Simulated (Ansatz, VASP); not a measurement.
## LiCl: VASP beside Ansatz

```
Li Cl
1.0
     5.40186    3.11877    1.23649
    -5.40186    3.11877    1.23649
     0.00000   -6.23753    1.23649
Li Cl
3 3
Direct
  0.79913 0.18647 0.79913
  0.18647 0.79913 0.79913
  0.79913 0.79913 0.18647
  0.19294 0.19294 0.82937
  0.82937 0.19294 0.19294
  0.19294 0.82937 0.19294
```

Alike in both runs: functional PBE; k mesh 6 × 6 × 6; occupations gaussian, width 0.02 eV; no spin polarisation.

Ansatz relaxed the structure, and its values are those at the end. VASP's run is a single point on that final structure, the one shown.

|  | VASP | Ansatz |
| --- | --- | --- |
| version | VASP 6.6.1 | Ansatz 0.2.0 |
| potentials or method | VASP PAW PBE potentials, release 64 (Li_sv, Cl) | scalar-relativistic, plane waves, PAW |
| plane-wave cutoff (eV) | 520 | 420 |
| valence electrons in the cell | 30 | 30 |

Ansatz gave:

* gap on the k mesh at the Fermi level (eV): 5.72
* least direct gap on the mesh (eV): 5.72

**Question.** Which values does VASP return?

**Answer.** gap on the k mesh at the Fermi level (eV): 5.73; least direct gap on the mesh (eV): 5.73.

 A k mesh can miss the band edges. A hybrid or GW would open this gap; PBE tends to underestimate it.
